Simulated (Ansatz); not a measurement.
Ta2C: enthalpy against pressure

Ta2C, P-3m1, a = 3.110 Å, c = 4.942 Å. The structure is a COD entry; whether it is the stable form wasn't checked. Ansatz: r2SCAN, PAW, 500 eV, Γ-centred 18×18×8 mesh on 3 atoms, Gaussian smearing 0.10 eV; no spin polarisation. Cell and atoms are relaxed at each pressure, and no other structure is tried, so the rows at high pressure may lie past a change of phase. y is the enthalpy over the state at zero pressure; there V0 = 13.801 Å³/atom. The pressures are the targets, met within 0.04 GPa.

| P (GPa) | y (eV/atom) |
| --- | --- |
| -2.0 | -0.1729 |
| 0.0 | 0.0000 |
| 2.0 | 0.1716 |
| 5.0 | ? |
| 10.0 | 0.8464 |
| 20.0 | 1.6662 |
| 40.0 | 3.2397 |

**Question.** Fit y = c1 P + c2 P² + c3 P³ to the other rows, say what c1 and c2 mean, and predict the missing value.

**Answer.** Least squares on the rows shown. y = 0.086101 P − 0.00015148 P² + 5.9440×10⁻⁷ P³. Since dH/dP = V, c1 is V0: 0.086101 eV/GPa × 160.2 = 13.793 Å³ against 13.801; c2 = −V0/(2B0) gives B0 = 284 GPa, where a Birch–Murnaghan fit to the volumes of the same runs (not shown) gives 271 GPa: a cubic over this range folds the higher terms into c2. At P = 5.0 the fit asked for gives 0.4268 eV/atom. The run gave 0.4268 eV/atom, the same to the digits shown.

Spin–orbit coupling is left out, which can shift energies with elements as heavy as these.